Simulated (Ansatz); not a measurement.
## CaO: energy along a strain

CaO, Fm-3m, a = 4.898 Å (as given, not relaxed at this level: -4.0 GPa). Ansatz: PBE, PAW, 420 eV, Γ-centred 8×8×8 mesh on 2 atoms, Gaussian smearing 0.05 eV; no spin polarisation. Cell vectors (Å): 0.000 2.449 2.449; 2.449 0.000 2.449; 2.449 2.449 0.000. The cell is strained by x per cent times the pattern (1 -1 0 0 0 0) in the order xx yy zz yz xz xy (engineering shears), with fractional coordinates held. y is the free energy over the start, V0 = 14.688 Å³/atom. Symmetry makes y even in x.

```tsv
x (%)	y (meV/atom)
-4.00	?
-2.00	3.97
0.00	0.00
0.50	0.25
1.00	0.99
1.50	2.23
2.50	6.21
3.00	9.00
3.50	12.32
```

**Question.** Fit y = c2 x² + c4 x⁴ to the other rows, get the stiffness along the pattern, and predict the missing energy.

**Answer.** Least squares on the rows shown. y = 0.98436 x² + 0.0017327 x⁴. The clamped-ion stiffness p·C·p = 2 × 9.844 eV × 160.2 / 14.688 Å³ = 215 GPa (second derivative at the start, which stands under stress). At x = -4.00 the fit asked for gives 16.19 meV/atom. The run gave 16.21 meV/atom, so the fit is 0.02 meV/atom too low, a small miss on the scale of the series.